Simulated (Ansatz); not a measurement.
# Ga (Gallium): a single-point run

Aim: a sound single-point run of Ga (Gallium). The structure is shown as the input types it.

Program: Ansatz 0.2.0. Level of theory: DFT, LDA, PAW with Ansatz's default frozen-core files, scalar-relativistic. These are calculated values, not measurements.

2 further runs of the same task are left out: 2 that didn't finish.

## (1) The structure to begin with

The structure is triclinic, space group P-1 (No. 2). Conventional cell: a = 2.766 Å, b = 3.332 Å, c = 4.257 Å, α = 89.34°, β = 71.04°, γ = 87.98°. Ga (site symmetry 1) has 1 Ga at 1.72 Å as nearest neighbours.

Structure file:

```cif
data_structure
_symmetry_space_group_name_H-M 'P-1'
_symmetry_Int_Tables_number 2
_cell_length_a 2.7660
_cell_length_b 3.3320
_cell_length_c 4.2574
_cell_angle_alpha 89.344
_cell_angle_beta 71.044
_cell_angle_gamma 87.980
_cell_volume 37.09
loop_
_atom_site_label
_atom_site_type_symbol
_atom_site_symmetry_multiplicity
_atom_site_Wyckoff_symbol
_atom_site_fract_x
_atom_site_fract_y
_atom_site_fract_z
_atom_site_occupancy
Ga1 Ga 2 i 0.91616 0.16000 0.16768 1
```

## (2) The calculation

input.yaml

```yaml
crystal:
  lattice:
    - [1.383, -4.0265, 0.0]
    - [1.383, 4.0265, 0.0]
    - [-0.1174474948, 0.0, 3.3299294416]
  atoms:
    - { symbol: Ga, position: [0.91616, 0.08384, 0.16] }
    - { symbol: Ga, position: [0.08384, 0.91616, 0.84] }
kpoints:
  mp_grid: { grid: [11, 11, 9] }
scf:
  occupations: { method: fermi_dirac, width: 0.05 }
  mixing: { algorithm: broyden, beta: 1.5, ndim: 1, preconditioner: none }
  max_iter: 60
hamiltonian:
  xc: lda
  pseudopotentials: { kind: paw }
output:
  forces: true
  stress: true
  eigenvalues: true
basis:
  ecutwfc: 600
```

On the command line:

```sh
> ansatz run input.yaml --threads 1 --pin off --max-ram 2048MiB --backend cpu --events-out ev --progress --plain --runs-dir out
```

**Question.** How will this run end, and is anything wrong with its input?

The program refused the input before any cycle. It says: «invalid value for `scf.mixing.beta`: must be finite and in (0, 1]; got 1.5»

A value lies outside the range that the key allows.

Remedy: set an allowed value.
